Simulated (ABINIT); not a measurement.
Crystal: ZrB2.

```
Zr B
1.0
     3.17000    0.00000    0.00000
    -1.58500    2.74530    0.00000
     0.00000    0.00000    3.53300
Zr B
1 2
Cartesian
  0.0000 0.0000 0.0000
  1.5850 0.9151 1.7665
  0.0000 1.8302 1.7665
```

Base run:

- Program: ABINIT 10.8.3 (patched build)
- Functional: PBEsol
- Potentials or basis: Ansatz PAW PBE default generated set, frozen core
- Cutoff: 327 eV
- k mesh: 8 × 8 × 6
- Occupations: fermi-dirac, width 0.05 eV
- Spin: no spin polarisation

Its results: band gap on the k mesh none (metal or under the smearing width); pressure -5.7 GPa.

Task: The run is repeated on the same cell with these changes: potentials or basis from Ansatz PAW PBE default generated set, frozen core to PseudoDojo NC SR PBEsol v0.4.1 standard; cutoff from 327 eV to 925 eV. What comes out?

Result: Band gap on the k mesh none (metal or under the smearing width); pressure -3.9 GPa.

Caveats: the atomic spheres overlap (some runs); the PAW data sets were made with another functional, which shifts forces and pressure a little (some runs).
